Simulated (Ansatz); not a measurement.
# Ti4Al4Cl: the cost of one run

Computed with Ansatz 0.2.0 (DFT PBEsol, scalar-relativistic, plane waves, PAW, unless a step's input says otherwise).

3 further runs of the same task are left out: 3 set aside as unsound or not needed.

## (1) The structure to begin with

The structure is orthorhombic, space group Pmm2 (No. 25). Conventional cell: a = 3.953 Å, b = 4.039 Å, c = 22.929 Å, α = 90.00°, β = 90.00°, γ = 90.00°. Around Ti (site symmetry mm2) lie 2 Ti at 2.80 Å and 6 Al at 2.83 Å. Al (site symmetry mm2) has 2 Al at 2.80 Å and 6 Ti at 2.83 Å as nearest neighbours. Around Ti (site symmetry mm2) lie 4 Ti at 2.78 to 2.80 Å and 8 Al at 2.83 to 2.84 Å. Around Al (site symmetry mm2) lie 4 Al at 2.80 to 2.81 Å and 8 Ti at 2.81 to 2.83 Å. Ti (site symmetry mm2) has 4 Ti at 2.75 to 2.78 Å and 8 Al at 2.81 to 2.83 Å as nearest neighbours. Al (site symmetry mm2) has 8 Ti at 2.75 to 2.84 Å and 4 Al at 2.76 to 2.81 Å as nearest neighbours. Ti (site symmetry mm2) has 2 Ti at 2.75 Å and 6 Al at 2.75 to 2.83 Å as nearest neighbours. Al (site symmetry mm2) has 2 Al at 2.76 Å and 6 Ti at 2.82 to 2.83 Å as nearest neighbours.

Structure file:

```xyz
8
Lattice="3.9530 0.0000 0.0000 0.0000 4.0387 0.0000 0.0000 0.0000 22.9294" Properties=species:S:1:pos:R:3 pbc="T T T"
Ti    1.9765    0.0000    8.5000
Al    0.0000    2.0194    8.5000
Ti    0.0000    0.0000   10.4765
Al    1.9765    2.0194   10.4765
Ti    1.9765    0.0000   12.4375
Al    0.0000    2.0194   12.4776
Ti    0.0000    0.0000   14.3478
Al    1.9765    2.0194   14.4099
```

Miller indices refer to the conventional cell of the relaxed bulk, P4/mmm (No. 123): a = 2.795 Å, b = 2.795 Å, c = 4.039 Å, α = 90.00°, β = 90.00°, γ = 90.00°.

This (110) slab, 5.9 Å thick as cut, with 17 Å of vacuum; its outer planes are TiAl (top) and TiAl (bottom), was relaxed beforehand with its lower half held: -11993.3776 eV, work function 4.12 eV (top face), 4.09 eV (bottom face).

## (2) Start: Cl, top (Al)

File input.yaml:

```yaml
crystal:
  lattice:
    - [3.952951199, 0.0, 0.0]
    - [0.0, 4.0387404749, 0.0]
    - [0.0, 0.0, 24.9294267985]
  atoms:
    - { symbol: Ti, position: [0.5, 0.0, 0.3409625126] }
    - { symbol: Al, position: [0.0, 0.5, 0.3409625126] }
    - { symbol: Ti, position: [0.0, 0.0, 0.4202453463] }
    - { symbol: Al, position: [0.5, 0.5, 0.4202453463] }
    - { symbol: Ti, position: [0.5, 0.0, 0.4989077276] }
    - { symbol: Al, position: [0.0, 0.5, 0.5005150143] }
    - { symbol: Ti, position: [0.0, 0.0, 0.575535255] }
    - { symbol: Al, position: [0.5, 0.5, 0.5780257628] }
    - { symbol: Cl, position: [0.5, 0.5, 0.6678794132] }
basis:
  ecutwfc: 420
kpoints:
  mp_grid: { grid: [7, 7, 1] }
hamiltonian:
  xc: pbesol
scf:
  occupations: { method: gaussian, width: 0.1 }
output:
  forces: true
  eigenvalues: true
  write_density: true
  write_potential: true
  elf: true
  volumetric_format: npy
relax:
  adjacent_minimum: "off"
  f_tol: 0.03
  max_steps: 70
  constraints: [{ sites: [0, 1, 2, 3] }]
efield:
  axis: 3
  dipole_correction: true
  ramp_width: 0.04
```

Run with:

```sh
> ansatz run input.yaml --threads 1 --pin off --max-ram 2560MiB --backend cpu --events-out ev --progress --plain --runs-dir out
```

What time and memory should one allow on 1 thread of AMD EPYC 9R45 (Zen 5), shared host?

About 54 s, with a peak of 0.68 GiB.
